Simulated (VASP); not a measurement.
Wanted: the native input for a VASP 6.6.1 run.

```
Task                   : relaxation of cell and atoms
Functional             : LDA
Potentials or basis    : VASP PAW LDA potentials, release 64 (Zn)
Cutoff                 : 350 eV
k mesh                 : 9 × 9 × 4
Occupations            : gaussian, width 0.1 eV
Spin                   : no spin polarisation
Further INCAR settings : ALGO = Normal; EDIFF = 1e-07; IBRION = 2; EDIFFG = -0.002; NSW = 80; ISIF = 3
```

The structure of Zn lies in POSCAR:

```
Zn                                      
1.0
    2.5937091741     -0.0000000000      0.0000000000
   -1.2968545871      2.2462180366     -0.0000000000
   -0.0000000000     -0.0000000000      4.6145261369
  Zn            
     2
Direct
     0.3333333300000021    0.6666666699999979    0.2500000000000000
     0.6666666699999979    0.3333333300000021    0.7500000000000000
```

These files were run (other wordings do the same):

INCAR

```
SYSTEM = Zn
ALGO = Normal ; EDIFF = 1E-7
EDIFFG = -0.002 ; ENCUT = 350
GGA = CA ; IBRION = 2
ISIF = 3 ; ISMEAR = 0
LASPH = .True. ; LCHARG = .False.
LREAL = .False. ; LWAVE = .False.
NELM = 60 ; NSW = 80
PREC = Accurate ; SIGMA = 0.1
```

KPOINTS

```
k-points
0
Gamma
  9 9 4
  0 0 0
```

Potentials or basis: VASP PAW LDA potentials, release 64 (Zn).

Run with:

```bash
$ cat potpaw_LDA.64/Zn/POTCAR > POTCAR
$ mpirun -np 1 vasp_std > vasp.out
```

Results of the run:

| Property | Result |
| --- | --- |
| Relaxed volume | 13.46 Å³/atom |
| Relaxed cell | a = 2.595 Å, b = 2.595 Å, c = 4.616 Å, α = 90.00°, β = 90.00°, γ = 120.00° |
| Space group after relaxing (to 0.05 Å) | P6_3/mmc (No. 194) |
| Energy gained by relaxing | 0.0 meV/atom |
| Ionic steps | 3 |
| Pressure after relaxing | 0.0 GPa |
| Band gap on the k mesh | none (metal or under the smearing width) |

Wall time 20 s on 1 thread of AMD EPYC 7R43 64-Core Processor (Zen 3), with other jobs on the host, peak memory 0.08 GiB.
